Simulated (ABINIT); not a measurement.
# MoS2 in ABINIT: further runs

Runs on MoS2. Level: LDA. Tasks: single point, relaxation of cell and atoms.

Everything below comes from runs of ABINIT 10.8.3 (patched build). Logs are shortened: lines on timing, memory, paths and dates and some standing lists are left out, and cuts for length are marked. The log counts tension as positive stress, the text compression.

### 1 The slab as given

The cell holds a slab with vacuum, 3 atoms: a = 3.184 Å, b = 3.184 Å, c = 17.335 Å, α = 90.00°, β = 90.00°, γ = 120.00°.

### 2 Single point, LDA

Contents of run.abi:

```
pp_dirpath "./"
pseudos "Mo.upf, S.upf"

acell 6.0171262416 6.0171262416 32.7576463855
rprim
     1.0000000000     0.0000000000     0.0000000000
    -0.5000000000     0.8660254038     0.0000000000
     0.0000000000     0.0000000000     1.0000000000
ntypat 2
znucl 42 16
natom 3
typat 1 2 2
xred
     0.0000000000     0.0000000000     0.0000000000
     0.3333333333     0.6666666667     0.9105070200
     0.3333333333     0.6666666667     0.0894929800

ecut 35.0

kptopt 1
ngkpt 8 8 2
nshiftk 1
shiftk 0.0 0.0 0.0

ixc 7

nband 17
occopt 3
tsmear 0.00183747

nstep 100
tolvrs 1.0e-10

iomode 3
prtwf 0
prteig 0
prtebands 0
enunit 1
prtden 1
prtvha 1
prtvclmb 1
prtpot 1
prtelf 1
```

Potentials or basis: PseudoDojo NC SR LDA v0.4.1 standard.

Run with:

```console
$ mpirun --bind-to none -np 4 abinit run.abi > log 2>&1
```

run.abo:

```text
.Version 10.8.3 of ABINIT
 Symmetries : space group P-6 m 2 (#187); Bravais hP (primitive hexag.)
================================================================================
 Values of the parameters that define the memory need of the present run
     intxc =       0    ionmov =       0      iscf =       7    lmnmax =       6
     lnmax =       6     mgfft =     180  mpssoang =       3    mqgrid =    8724
     natom =       3  nloc_mem =       1    nspden =       1   nspinor =       1
    nsppol =       1      nsym =      12    n1xccc =    2501    ntypat =       2
    occopt =       3   xclevel =       1
       mpw =       10196          nfft =      233280          nkpt =          20
================================================================================
================================================================================

--------------------------------------------------------------------------------
------------- Echo of variables that govern the present computation ------------
--------------------------------------------------------------------------------
 -outvars: echo values of preprocessed input variables --------
            acell      6.0171262416E+00  6.0171262416E+00  3.2757646386E+01 Bohr
              amu      9.59400000E+01  3.20660000E+01
             ecut      3.50000000E+01 Hartree
           enunit           1
              ixc           7
         kptrlatt        8    0    0      0    8    0      0    0    2
          kptrlen      4.81370099E+01
            natom           3
            nband          17
            ngfft          36      36     180
             nkpt          20
            nstep         100
             nsym          12
           ntypat           2
           occopt           3
        prtebands           0
           prteig           0
           prtelf           1
           prtpot           1
         prtvclmb           1
           prtvha           1
            prtwf           0
            rprim      1.0000000000E+00  0.0000000000E+00  0.0000000000E+00
                      -5.0000000000E-01  8.6602540380E-01  0.0000000000E+00
                       0.0000000000E+00  0.0000000000E+00  1.0000000000E+00
          spgroup         187
           tolvrs      1.00000000E-10
           tsmear      1.83747000E-03 Hartree
            typat      1  2  2
           xangst      0.0000000000E+00  0.0000000000E+00  0.0000000000E+00
                      -2.9392005742E-16  1.8383560495E+00  1.5783274933E+01
                      -2.9392005742E-16  1.8383560495E+00  1.5513250056E+00
            xcart      0.0000000000E+00  0.0000000000E+00  0.0000000000E+00
                      -5.5542841144E-16  3.4739894554E+00  2.9826066993E+01
                      -5.5542841144E-16  3.4739894554E+00  2.9315793928E+00
             xred      0.0000000000E+00  0.0000000000E+00  0.0000000000E+00
                       3.3333333333E-01  6.6666666667E-01  9.1050702000E-01
                       3.3333333333E-01  6.6666666667E-01  8.9492980000E-02
            znucl       42.00000   16.00000

================================================================================

 chkinp: Checking input parameters for consistency.

================================================================================
== DATASET  1 ==================================================================

--- !DatasetInfo
iteration_state: {dtset: 1, }
dimensions: {natom: 3, nkpt: 20, mband: 17, nsppol: 1, nspinor: 1, nspden: 1, mpw: 10196, }
cutoff_energies: {ecut:  35.0, pawecutdg:  -1.0, }
electrons: {nelect:   2.60000000E+01, charge:   0.00000000E+00, occopt:   3.00000000E+00, tsmear:   1.83747000E-03, }
meta: {optdriver: 0, ionmov: 0, optcell: 0, iscf: 7, paral_kgb: 0, }
...

 Exchange-correlation functional for the present dataset will be:
  LDA: Perdew-Wang 92 LSD fit to Ceperley-Alder data - ixc=7
  J.P.Perdew and Y.Wang, PRB 45, 13244 (1992)

 Real(R)+Recip(G) space primitive vectors, cartesian coordinates (Bohr,Bohr^-1):
 R(1)=  6.0171262  0.0000000  0.0000000  G(1)=  0.1661923  0.0959512  0.0000000
 R(2)= -3.0085631  5.2109842  0.0000000  G(2)=  0.0000000  0.1919023  0.0000000
 R(3)=  0.0000000  0.0000000 32.7576464  G(3)=  0.0000000  0.0000000  0.0305272
 Unit cell volume ucvol=  1.0271209E+03 bohr^3
 Angles (23,13,12)=  9.00000000E+01  9.00000000E+01  1.20000000E+02 degrees

 getcut: wavevector=  0.0000  0.0000  0.0000  ngfft=  36  36 180
         ecut(hartree)=     35.000   => boxcut(ratio)=   2.06329

--- Pseudopotential description ------------------------------------------------
- pspini: atom type   1  psp file is ./Mo.upf
12 -1012 2 -1 1602                            pspcod,pspxc,lmax,lloc,mmax
     nproj     2     2     2

- pspini: atom type   2  psp file is ./S.upf
12 -1012 2 -1 1132                            pspcod,pspxc,lmax,lloc,mmax
     nproj     2     2     2

   8.62314590E+02                                ecore*ucvol(ha*bohr**3)
--------------------------------------------------------------------------------

================================================================================

--- !BeginCycle
iteration_state: {dtset: 1, }
solver: {iscf: 7, nstep: 100, nline: 4, wfoptalg: 0, }
tolerances: {tolvrs: 1.00E-10, }
...

     iter   Etot(hartree)      deltaE(h)  residm     vres2
 ETOT  1  -92.246866136347    -9.225E+01 5.763E-02 2.648E+03
 ETOT  2  -90.672650006022     1.574E+00 7.389E-02 3.391E+04
 ETOT  3  -92.587167491847    -1.915E+00 1.319E-02 1.046E+02
 ETOT  4  -92.589083812528    -1.916E-03 8.930E-04 9.711E+01
 ETOT  5  -92.589505166916    -4.214E-04 3.220E-05 5.792E+01
 ETOT  6  -92.589631011649    -1.258E-04 6.472E-06 4.506E+01
 ETOT  7  -92.589774415351    -1.434E-04 1.393E-06 2.150E+01
 ETOT  8  -92.589798692504    -2.428E-05 2.571E-07 1.176E+01
 ETOT  9  -92.589801115842    -2.423E-06 6.279E-08 8.165E+00
 ETOT 10  -92.589802987056    -1.871E-06 1.667E-08 4.432E+00
[... 6 lines left out ...]
 ETOT 17  -92.589805811413    -5.498E-11 9.070E-12 3.114E-06
 ETOT 18  -92.589805811449    -3.591E-11 5.174E-13 1.212E-06
 ETOT 19  -92.589805811406     4.231E-11 1.483E-13 1.056E-06
 ETOT 20  -92.589805811435    -2.909E-11 2.884E-14 3.068E-07
 ETOT 21  -92.589805811434     1.620E-12 1.123E-14 1.010E-07
 ETOT 22  -92.589805811396     3.813E-11 3.013E-15 1.266E-08
 ETOT 23  -92.589805811416    -2.005E-11 4.840E-16 5.136E-09
 ETOT 24  -92.589805811409     6.551E-12 1.815E-16 1.824E-09
 ETOT 25  -92.589805811415    -6.224E-12 4.680E-17 1.851E-10
 ETOT 26  -92.589805811414     1.208E-12 1.345E-17 3.018E-12

 At SCF step   26       vres2   =  3.02E-12 < tolvrs=  1.00E-10 =>converged.

 Compute ELF
--------------------------------------------------------------------------------

 Compute kinetic energy density

 Compute gradient of the electron density
 Electron Localization Function (ELF) [min:0;max:1]
)     Maximum=    9.5060E-01  at reduced coord.    0.3333    0.6667    0.8611
)     Minimum=    0.0000E+00  at reduced coord.    0.3333    0.6667    0.0889
   Integrated=    1.6562E+02

--------------------------------------------------------------------------------
 End of ELF section

 Cartesian components of stress tensor (hartree/bohr^3)
  sigma(1 1)=  8.41936703E-05  sigma(3 2)=  0.00000000E+00
  sigma(2 2)=  8.41936703E-05  sigma(3 1)=  0.00000000E+00
  sigma(3 3)=  4.60430587E-05  sigma(2 1)=  0.00000000E+00

--- !ResultsGS
iteration_state: {dtset: 1, }
comment   : Summary of ground state results
lattice_vectors:
- [  6.0171262,   0.0000000,   0.0000000, ]
- [ -3.0085631,   5.2109842,   0.0000000, ]
- [  0.0000000,   0.0000000,  32.7576464, ]
lattice_lengths: [   6.01713,    6.01713,   32.75765, ]
lattice_angles: [ 90.000,  90.000, 120.000, ] # degrees, (23, 13, 12)
lattice_volume:   1.0271209E+03
convergence: {deltae:  1.208E-12, res2:  3.018E-12, residm:  1.345E-17, diffor: null, }
etotal    :  -9.25898058E+01
entropy   :   0.00000000E+00
fermie    :  -1.62797673E-02
cartesian_stress_tensor: # hartree/bohr^3
- [  8.41936703E-05,   0.00000000E+00,   0.00000000E+00, ]
- [  0.00000000E+00,   8.41936703E-05,   0.00000000E+00, ]
- [  0.00000000E+00,   0.00000000E+00,   4.60430587E-05, ]
pressure_GPa:  -2.1029E+00
xred      :
- [  0.0000E+00,   0.0000E+00,   0.0000E+00, Mo]
- [  3.3333E-01,   6.6667E-01,   9.1051E-01,  S]
- [  3.3333E-01,   6.6667E-01,   8.9493E-02,  S]
cartesian_forces: # hartree/bohr
- [ -0.00000000E+00,  -0.00000000E+00,  -0.00000000E+00, ]
- [ -0.00000000E+00,  -0.00000000E+00,   7.48101490E-03, ]
- [ -0.00000000E+00,  -0.00000000E+00,  -7.48101490E-03, ]
force_length_stats: {min:   0.00000000E+00, max:   7.48101490E-03, mean:   4.98734327E-03, }
...

 Integrated electronic density in atomic spheres:
 ------------------------------------------------
 Atom  Sphere_radius  Integrated_density
    1        2.00000         10.50034205
    2        2.00000          3.92292137
    3        2.00000          3.92292137
================================================================================

 ----iterations are completed or convergence reached----

 Mean square residual over all n,k,spin=   96.675E-20; max=  13.454E-18
 reduced coordinates (array xred) for    3 atoms
       0.000000000000      0.000000000000      0.000000000000
       0.333333333333      0.666666666667      0.910507020000
       0.333333333333      0.666666666667      0.089492980000
 rms dE/dt=  1.1552E-01; max dE/dt=  2.4506E-01; dE/dt below (all hartree)
    1       0.000000000000      0.000000000000      0.000000000000
    2       0.000000000000      0.000000000000     -0.245060440702
    3       0.000000000000      0.000000000000      0.245060440702

 cartesian coordinates (angstrom) at end:
    1      0.00000000000000     0.00000000000000     0.00000000000000
    2     -0.00000000000000     1.83835604946686    15.78327493268243
    3     -0.00000000000000     1.83835604946686     1.55132500558321

 cartesian forces (hartree/bohr) at end:
    1     -0.00000000000000    -0.00000000000000    -0.00000000000000
    2     -0.00000000000000    -0.00000000000000     0.00748101490011
    3     -0.00000000000000    -0.00000000000000    -0.00748101490011
 frms,max,avg= 3.5265842E-03 7.4810149E-03   0.000E+00  0.000E+00  0.000E+00 h/b

 cartesian forces (eV/Angstrom) at end:
    1     -0.00000000000000    -0.00000000000000    -0.00000000000000
    2     -0.00000000000000    -0.00000000000000     0.38468925324560
    3     -0.00000000000000    -0.00000000000000    -0.38468925324560
 frms,max,avg= 1.8134425E-01 3.8468925E-01   0.000E+00  0.000E+00  0.000E+00 e/A
 length scales=  6.017126241600  6.017126241600 32.757646385500 bohr
              =  3.184126080021  3.184126080021 17.334599938266 angstroms
 Fermi (or HOMO) energy (eV) =  -0.44300   Average Vxc (eV)=  -4.55001
 Eigenvalues (   eV  ) for nkpt=  20  k points:
 kpt#   1, nband= 17, wtk=  0.00781, kpt=  0.0000  0.0000  0.0000 (reduced coord)
 -62.04626  -36.25154  -36.03378  -36.03378  -15.38296  -14.02512   -6.95823   -3.99646
  -3.99646   -3.05773   -2.86991   -2.86991   -1.29392    1.43663    1.43663    1.72493
   1.72493
 prteigrs : prtvol=0 or 1, do not print more k-points.

--- !EnergyTerms
iteration_state     : {dtset: 1, }
comment             : Components of total free energy in Hartree
kinetic             :  2.99511746551168E+01
hartree             :  2.25986193063559E+02
xc                  : -1.66007761371902E+01
Ewald energy        :  1.49127291663869E+02
psp_core            :  8.39545359520155E-01
local_psp           : -4.93556373448135E+02
non_local_psp       :  1.16631390319775E+01
internal            : -9.25898058112830E+01
'-kT*entropy'       : -1.31110531034632E-10
total_energy        : -9.25898058114141E+01
total_energy_eV     : -2.51949696837477E+03
band_energy         : -1.67296912958476E+01
...

 Cartesian components of stress tensor (hartree/bohr^3)
  sigma(1 1)=  8.41936703E-05  sigma(3 2)=  0.00000000E+00
  sigma(2 2)=  8.41936703E-05  sigma(3 1)=  0.00000000E+00
  sigma(3 3)=  4.60430587E-05  sigma(2 1)=  0.00000000E+00

-Cartesian components of stress tensor (GPa)         [Pressure= -2.1029E+00 GPa]
- sigma(1 1)=  2.47706330E+00  sigma(3 2)=  0.00000000E+00
- sigma(2 2)=  2.47706330E+00  sigma(3 1)=  0.00000000E+00
- sigma(3 3)=  1.35463356E+00  sigma(2 1)=  0.00000000E+00

== END DATASET(S) ==============================================================
================================================================================

 -outvars: echo values of variables after computation  --------
            acell      6.0171262416E+00  6.0171262416E+00  3.2757646386E+01 Bohr
           etotal     -9.2589805811E+01
            fcart     -0.0000000000E+00 -0.0000000000E+00 -0.0000000000E+00
                      -0.0000000000E+00 -0.0000000000E+00  7.4810149001E-03
                      -0.0000000000E+00 -0.0000000000E+00 -7.4810149001E-03
            rprim      1.0000000000E+00  0.0000000000E+00  0.0000000000E+00
                      -5.0000000000E-01  8.6602540380E-01  0.0000000000E+00
                       0.0000000000E+00  0.0000000000E+00  1.0000000000E+00
           strten      8.4193670320E-05  8.4193670288E-05  4.6043058731E-05
                       0.0000000000E+00  0.0000000000E+00  0.0000000000E+00
           xangst      0.0000000000E+00  0.0000000000E+00  0.0000000000E+00
                      -2.9392005742E-16  1.8383560495E+00  1.5783274933E+01
                      -2.9392005742E-16  1.8383560495E+00  1.5513250056E+00
             xred      0.0000000000E+00  0.0000000000E+00  0.0000000000E+00
                       3.3333333333E-01  6.6666666667E-01  9.1050702000E-01
                       3.3333333333E-01  6.6666666667E-01  8.9492980000E-02
 Calculation completed.
```

Wall time 1.9 min (4 MPI ranks of Intel Xeon Platinum 8259CL at 2.50GHz (Skylake/Cascade Lake), shared host); peak memory 0.48 GiB.

Results:

```
Free energy                                           : -2519.4970 eV
Largest force                                         : 0.385 eV/Å
Band gap on the k mesh                                : 1.77 eV, indirect (least direct gap 1.98 eV)
Valence electrons inside the program's atomic spheres : Mo 10.50; S 3.92
```

Forces on the atoms (eV/Å):
```
Mo   0.000  0.000  0.000
S    0.000  0.000  0.385
S    0.000  0.000 -0.385
```

Levels at points of the mesh, in eV from the valence-band top:
```tsv
k point	band 10	band 11	band 12	band 13	band 14	band 15	band 16	band 17
(0.00, 0.00, 0.00)	-1.76	-1.58	-1.58	0.00	2.73	2.73	3.02	3.02
(0.50, 0.00, 0.00)	-3.23	-1.84	-1.01	-0.66	2.19	2.71	3.81	4.32
(0.00, 0.00, 0.50)	-1.76	-1.58	-1.58	0.00	2.73	2.73	3.02	3.02
(0.50, 0.00, 0.50)	-3.23	-1.84	-1.01	-0.66	2.19	2.71	3.81	4.32
```

(Continued in part 2 of 2.)
